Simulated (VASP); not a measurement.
# C (Fd-3m) in VASP: further runs

Runs on C. Level: PBE. Tasks: relaxation of cell and atoms.

Everything below comes from runs of VASP 6.6.1. Logs are shortened: lines on timing, memory, paths and dates and some standing lists are left out, and cuts for length are marked.

**1. Starting point**

It takes space group Fd-3m (No. 227, cubic). Conventional cell: a = 3.567 Å, b = 3.567 Å, c = 3.567 Å, α = 90.00°, β = 90.00°, γ = 90.00°. C (site symmetry -43m) is surrounded by 4 C at 1.54 Å.

This isn't the form of C at room conditions, which is graphite.

**2. Relaxation of cell and atoms, PBE**

The input, INCAR:

```
PREC = Accurate ; ENCUT = 520
EDIFF = 1E-7 ; ISMEAR = 0
SIGMA = 0.02 ; LREAL = F
LASPH = T ; NELM = 60
ALGO = Fast ; ISIF = 3
LWAVE = F ; LCHARG = F
GGA = PE ; IBRION = 2
NSW = 80 ; EDIFFG = -0.002
KPAR = 4
```

The input, KPOINTS:

```
regular mesh
0
Gamma
  14 14 14
```

The input, POSCAR:

```
C
1.0
    0.0000000000      1.7833700000      1.7833700000
    1.7833700000      0.0000000000      1.7833700000
    1.7833700000      1.7833700000      0.0000000000
C
2
Direct
    0.0000000000      0.0000000000      0.0000000000
    0.2500000000      0.2500000000      0.2500000000
```

Potentials or basis: VASP PAW PBE potentials, release 64 (C).

Started as:

```console
$ cat potpaw_PBE.64/C/POTCAR > POTCAR
$ mpirun -np 4 vasp_std > vasp.out
```

OUTCAR:

```text
PREC = Accurate
   ENCUT = 520
   EDIFF = 1E-7
   ISMEAR = 0
   LREAL = F
   LASPH = T
   NELM = 60
   ISIF = 3
   GGA = PE
   IBRION = 2
   NSW = 80
   EDIFFG = -0.002

 ion  position               nearest neighbor table
   1  0.000  0.000  0.000-   2 1.54   2 1.54   2 1.54   2 1.54
   2  0.250  0.250  0.250-   1 1.54   1 1.54   1 1.54   1 1.54

  LATTYP: Found a face centered cubic cell.
 ALAT       =     3.5667400000

  Lattice vectors:

 A1 = (   0.0000000000,   1.7833700000,   1.7833700000)
 A2 = (   1.7833700000,   0.0000000000,   1.7833700000)
 A3 = (   1.7833700000,   1.7833700000,   0.0000000000)

Analysis of symmetry for initial positions (statically):
=====================================================================
 Subroutine PRICEL returns:
 Original cell was already a primitive cell.

 Routine SETGRP: Setting up the symmetry group for a
 face centered cubic supercell.

 Subroutine GETGRP returns: Found 48 space group operations
 (whereof 24 operations were pure point group operations)
 out of a pool of 48 trial point group operations.

The static configuration has the point symmetry T_d .
 The point group associated with its full space group is O_h .

Analysis of symmetry for dynamics (positions and initial velocities):
=====================================================================
 Subroutine PRICEL returns:
 Original cell was already a primitive cell.

 Routine SETGRP: Setting up the symmetry group for a
 face centered cubic supercell.

 Subroutine GETGRP returns: Found 48 space group operations
 (whereof 24 operations were pure point group operations)
 out of a pool of 48 trial point group operations.

The dynamic configuration has the point symmetry T_d .
 The point group associated with its full space group is O_h .

 Subroutine INISYM returns: Found 48 space group operations
 (whereof 24 operations are pure point group operations),
 and found     1 'primitive' translations

----------------------------------------------------------------------------------------

                                     Primitive cell

  volume of cell :      11.3437

  direct lattice vectors                    reciprocal lattice vectors
     0.000000000  1.783370000  1.783370000    -0.280368067  0.280368067  0.280368067
     1.783370000  0.000000000  1.783370000     0.280368067 -0.280368067  0.280368067
     1.783370000  1.783370000  0.000000000     0.280368067  0.280368067 -0.280368067

  length of vectors
     2.522066041  2.522066041  2.522066041     0.485611737  0.485611737  0.485611737

  position of ions in fractional coordinates (direct lattice)
     0.000000000  0.000000000  0.000000000
     0.250000000  0.250000000  0.250000000

  ion indices of the primitive-cell ions
   primitive index   ion index
                 1           1
                 2           2

----------------------------------------------------------------------------------------

 KPOINTS: regular mesh

Automatic generation of k-mesh.
 Grid dimensions read from file:
 generate k-points for:   14   14   14

 Generating k-lattice:

  Cartesian coordinates                     Fractional coordinates (reciprocal lattice)
    -0.020026291  0.020026291  0.020026291     0.071428571  0.000000000  0.000000000
     0.020026291 -0.020026291  0.020026291     0.000000000  0.071428571  0.000000000
     0.020026291  0.020026291 -0.020026291     0.000000000  0.000000000  0.071428571

  Length of vectors
     0.034686553  0.034686553  0.034686553

  Shift w.r.t. Gamma in fractional coordinates (k-lattice)
     0.000000000  0.000000000  0.000000000

 Subroutine IBZKPT returns following result:
 ===========================================

 Found    104 irreducible k-points:

 Following reciprocal coordinates:
            Coordinates               Weight
  0.000000  0.000000  0.000000      1.000000
  0.071429  0.000000  0.000000      8.000000
  0.142857  0.000000  0.000000      8.000000
  0.214286  0.000000  0.000000      8.000000
  0.285714  0.000000  0.000000      8.000000
  0.357143  0.000000  0.000000      8.000000
[... 16 lines left out ...]
  0.214286  0.142857  0.000000     24.000000
  0.285714  0.142857  0.000000     24.000000
 [... further k-points ...]
   k-points           NKPTS =    104   k-points in BZ     NKDIM =    104   number of bands    NBANDS=      8
   number of dos      NEDOS =    301   number of ions     NIONS =      2
   total plane-waves  NPLWV =   8000
   dimension x,y,z NGX =    20 NGY =   20 NGZ =   20
   dimension x,y,z NGXF=    40 NGYF=   40 NGZF=   40
   ions per type =               2
   NGX,Y,Z   is equivalent  to a cutoff of  13.18, 13.18, 13.18 a.u.
   NGXF,Y,Z  is equivalent  to a cutoff of  26.37, 26.37, 26.37 a.u.
 SYSTEM =  unknown system
   PREC   = accura    normal or accurate (medium, high low for compatibility)
   ISTART =      0    job   : 0-new  1-cont  2-samecut
   ICHARG =      2    charge: 1-file 2-atom 10-const
   ISPIN  =      1    spin polarized calculation?
   LNONCOLLINEAR =      F non collinear calculations
   LSORBIT =      F    spin-orbit coupling
   LASPH  =      T    aspherical Exc in radial PAW
   ENCUT  =  520.0 eV  38.22 Ry    6.18 a.u.   4.69  4.69  4.69*2*pi/ulx,y,z
   NELM   =     60;   NELMIN=  2; NELMDL= -5     # of ELM steps
   EDIFF  = 0.1E-06   stopping-criterion for ELM
   LREAL  =      F    real-space projection
   EDIFFG = -.2E-02   stopping-criterion for IOM
   NSW    =     80    number of steps for IOM
   IBRION =      2    ionic relax: 0-MD 1-quasi-New 2-CG
   NFREE  =      1    steps in history (QN), initial steepest desc. (CG)
   ISIF   =      3    stress and relaxation
   ISYM   =      2    0-nonsym 1-usesym 2-fastsym
   POTIM  = 0.5000    time-step for ionic-motion
   TEBEG  =    0.0;   TEEND  =   0.0 temperature during run
   PSTRESS=    0.0 pullay stress
   NELECT =       8.0000    total number of electrons
   NUPDOWN=      -1.0000    fix difference up-down
   EMIN   =  10.00;   EMAX   =-10.00  energy-range for DOS
   EFERMI =   0.00;   METHOD = LEGACY
   ISMEAR =     0;   SIGMA  =   0.02  broadening in eV -4-tet -1-fermi 0-gaus
   EFERMI_NEDOS =   21; number of points for ismear=-14 and -15
   IALGO  =     68    algorithm
   IMIX   =      4    mixing-type and parameters
     AMIX     =   0.40;   BMIX     =  1.00
     AMIX_MAG =   1.60;   BMIX_MAG =  1.00
  volume/ion in A,a.u.               =       5.67        38.28
  Fermi-wavevector in a.u.,A,eV,Ry     =   1.457203  2.753714 28.891161  2.123440
  Thomas-Fermi vector in A             =   2.574032
   LORBIT       =      0    0 simple, 1 ext, 2 COOP (PROOUT), +10 PAW based schemes
   GGA     = PE    functional components
   LHFCALC =     F    Hartree Fock is set to
   AEXX    =    0.0000 exact exchange contribution
   IVDW    =     0    specifies the selected vdW correction
   LEPSILON=     F    determine dielectric tensor
   LRPA    =     F    only Hartree local field effects (RPA)
 conjugate gradient relaxation of ions
 non-spin polarized calculation
 RMM-DIIS sequential band-by-band and
 Gauss-broadening in eV      SIGMA  =   0.02
  energy-cutoff  :      520.00
  volume of cell :       11.34
 maximum number of plane-waves:       316
   NGX =  9   NGY =  9   NGZ =  9

--------------------------------------- Ionic step        1  -------------------------------------------

 number of electron       7.9999999 magnetization

 Free energy of the ion-electron system (eV)
  ---------------------------------------------------
  ext. energy  EPLUGINS =         0.00000000
  ---------------------------------------------------
  free energy    TOTEN  =       -18.18526899 eV

  energy without entropy =      -18.18526899  energy(sigma->0) =      -18.18526899

------------------------ aborting loop because EDIFF is reached ----------------------------------------

  FORCE on cell =-STRESS in cart. coord.  units (eV):
  Direction    XX          YY          ZZ          XY          YZ          ZX
  --------------------------------------------------------------------------------------
  -------------------------------------------------------------------------------------
  Total        0.1738024      0.1738024      0.1738024     -0.0000000      0.0000000     -0.0000000
  in kB       24.5477603     24.5477603     24.5477603     -0.0000000      0.0000000     -0.0000000
  external PRESSURE =      24.5477603 kB  Pullay stress =       0.0000000 kB

 VOLUME and BASIS-vectors are now :
 -----------------------------------------------------------------------------
  energy-cutoff  :      520.00
  volume of cell :       11.34
      direct lattice vectors                 reciprocal lattice vectors
     0.000000000  1.783370000  1.783370000    -0.280368067  0.280368067  0.280368067
     1.783370000  0.000000000  1.783370000     0.280368067 -0.280368067  0.280368067
     1.783370000  1.783370000  0.000000000     0.280368067  0.280368067 -0.280368067
[... 37 lines left out ...]
 POSITION                                       TOTAL-FORCE (eV/Angst)
 -----------------------------------------------------------------------------------
      3.58169      3.58169      3.58169         0.000000      0.000000      0.000000
      0.89542      0.89542      0.89542        -0.000000     -0.000000     -0.000000
 -----------------------------------------------------------------------------------
    total drift:                                0.000000      0.000000      0.000000

  FREE ENERGIE OF THE ION-ELECTRON SYSTEM (eV)
  ---------------------------------------------------
  free  energy   TOTEN  =       -18.1850168129 eV

  energy  without entropy=      -18.1850168129  energy(sigma->0) =      -18.18501681

--------------------------------------- Ionic step        3  -------------------------------------------

 number of electron       7.9999999 magnetization

 Free energy of the ion-electron system (eV)
  ---------------------------------------------------
  ext. energy  EPLUGINS =         0.00000000
  ---------------------------------------------------
  free energy    TOTEN  =       -18.18575495 eV

  energy without entropy =      -18.18575495  energy(sigma->0) =      -18.18575495

 E-fermi :   9.8347     XC(G=0): -13.2227

 val. band max:        9.6489346840   @ k =   0.0000   0.0000   0.0000
 cond. band min:      13.7658539977   @ k =   0.3571   0.3571   0.0000
 fundamental gap:      4.1169193137
 Fermi energy:         9.8346741981

 k-point     1 :       0.0000    0.0000    0.0000
  band No.  band energies     occupation
      1     -11.7531      2.00000
      2       9.6489      2.00000
      3       9.6489      2.00000
      4       9.6489      2.00000
      5      15.2233      0.00000
      6      15.2233      0.00000
      7      15.2233      0.00000
      8      22.8525      0.00000

 k-point     2 :       0.0714    0.0000    0.0000
  band No.  band energies     occupation
      1     -11.6122      2.00000
      2       8.7196      2.00000
      3       9.4073      2.00000
      4       9.4073      2.00000
      5      15.5394      0.00000
      6      15.5394      0.00000
      7      15.7748      0.00000
      8      22.9771      0.00000
[... 221 lines left out ...]
 k-point    23 :       0.2143    0.1429    0.0000
  band No.  band energies     occupation
      1     -10.4925      2.00000
      2       5.8542      2.00000
      3       6.8900      2.00000
      4       7.6233      2.00000
      5      14.8752      0.00000
      6      18.8918      0.00000
      7      18.9283      0.00000
      8      22.2107      0.00000

 k-point    24 :       0.2857    0.1429    0.0000
  band No.  band energies     occupation
      1      -9.7092      2.00000
      2       3.6531      2.00000
      3       6.3503      2.00000
      4       7.0622      2.00000
      5      15.5450      0.00000
      6      19.5691      0.00000
      7      19.6805      0.00000
      8      21.9822      0.00000

 [... further k-points ...]

------------------------ aborting loop because EDIFF is reached ----------------------------------------

  FORCE on cell =-STRESS in cart. coord.  units (eV):
  Direction    XX          YY          ZZ          XY          YZ          ZX
  --------------------------------------------------------------------------------------
  -------------------------------------------------------------------------------------
  Total        0.0008314      0.0008314      0.0008314     -0.0000000     -0.0000000      0.0000000
  in kB        0.1167757      0.1167757      0.1167757     -0.0000000     -0.0000000      0.0000000
  external PRESSURE =       0.1167757 kB  Pullay stress =       0.0000000 kB

 VOLUME and BASIS-vectors are now :
 -----------------------------------------------------------------------------
  energy-cutoff  :      520.00
  volume of cell :       11.41
      direct lattice vectors                 reciprocal lattice vectors
    -0.000000000  1.786710438  1.786710438    -0.279843890  0.279843890  0.279843890
     1.786710438  0.000000000  1.786710438     0.279843890 -0.279843890  0.279843890
     1.786710438  1.786710438 -0.000000000     0.279843890  0.279843890 -0.279843890

 POSITION                                       TOTAL-FORCE (eV/Angst)
 -----------------------------------------------------------------------------------
      0.00000      0.00000      0.00000        -0.000000      0.000000     -0.000000
      0.89336      0.89336      0.89336         0.000000     -0.000000      0.000000
 -----------------------------------------------------------------------------------
    total drift:                                0.000000      0.000000      0.000000

  FREE ENERGIE OF THE ION-ELECTRON SYSTEM (eV)
  ---------------------------------------------------
  free  energy   TOTEN  =       -18.1857549458 eV

  energy  without entropy=      -18.1857549458  energy(sigma->0) =      -18.18575495

 reached required accuracy - stopping structural energy minimisation
```

Wall time 5.5 s (4 MPI ranks of Intel Xeon Platinum 8488C (Sapphire Rapids), shared host); peak memory 0.13 GiB.

What came out:

```
Free energy                            : -18.1858 eV
Relaxed volume                         : 5.70 Å³/atom
Relaxed cell                           : a = 2.527 Å, b = 2.527 Å, c = 2.527 Å, α = 60.00°, β = 60.00°, γ = 60.00°
Space group after relaxing (to 0.05 Å) : Fd-3m (No. 227)
Energy gained by relaxing              : 0.2 meV/atom
Ionic steps                            : 3
Pressure after relaxing                : 0.0 GPa
Band gap on the k mesh                 : 4.12 eV, indirect (least direct gap 5.57 eV)
```

Step by step:
```tsv
step	energy change (eV)	largest force (eV/Å)	pressure (GPa)	volume (Å³)
1	0.0000	0.0000	2.45	11.34
2	0.0003	0.0000	-2.96	11.49
3	-0.0005	0.0000	0.01	11.41
```

Final structure:
```
CELL_PARAMETERS angstrom
0.00000 1.78671 1.78671
1.78671 0.00000 1.78671
1.78671 1.78671 0.00000
ATOMIC_POSITIONS crystal
C 0.00000 0.00000 0.00000
C 0.25000 0.25000 0.25000
```

A k mesh can miss the band edges. A hybrid or GW would open this gap; PBE tends to underestimate it.

(Continued in part 2 of 2.)
